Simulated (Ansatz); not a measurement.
CdF2:

```
Cd F
1.0
     0.00000    2.69400    2.69400
     2.69400    0.00000    2.69400
     2.69400    2.69400    0.00000
Cd F
1 2
Direct
  0.00000 0.00000 0.00000
  0.75000 0.75000 0.75000
  0.25000 0.25000 0.25000
```

```yaml
Program: Ansatz 0.2.0
Task: relaxation of cell and atoms
Functional: PBE
Potentials_or_basis: Ansatz PAW
Cutoff: "420 eV (not typed: the program's choice for these potentials)"
k_mesh: 9 × 9 × 9
Occupations: fermi-dirac, width 0.05 eV
Spin: no spin polarisation
```

At the start: volume 13.03 Å³/atom.

Question: Where does the relaxation end?

Answer: It ends after 8 steps and the volume is 13.72 Å³/atom (+5.3 %); space group Fm-3m (No. 225, to 0.05 Å).

The path:
| step | energy change (eV) | largest force (eV/Å) | volume (Å³) |
| --- | --- | --- | --- |
| 1 | 0.0000 | 0.0000 | 39.10 |
| 2 | -0.0232 | 0.0000 | 40.96 |
| 3 | -0.0232 | 0.0000 | 40.98 |
| 4 | -0.0331 | 0.0000 | 40.98 |
| 5 | -0.0327 | 0.0000 | 41.15 |
| 6 | -0.0334 | 0.0000 | 41.15 |
| 7 | -0.0333 | 0.0000 | 41.17 |
| 8 | -0.0336 | 0.0000 | 41.17 |

Final structure:
```
CELL_PARAMETERS angstrom
0.00000 2.74073 2.74073
2.74073 0.00000 2.74073
2.74073 2.74073 0.00000
ATOMIC_POSITIONS crystal
Cd 0.00000 0.00000 0.00000
F 0.75000 0.75000 0.75000
F 0.25000 0.25000 0.25000
```

Caveat: the plane-wave basis is chosen anew once the cell has moved, so the energies of steps on either side of that aren't comparable; the pressure holds a Pulay correction of +0.6 GPa for the finite cutoff.
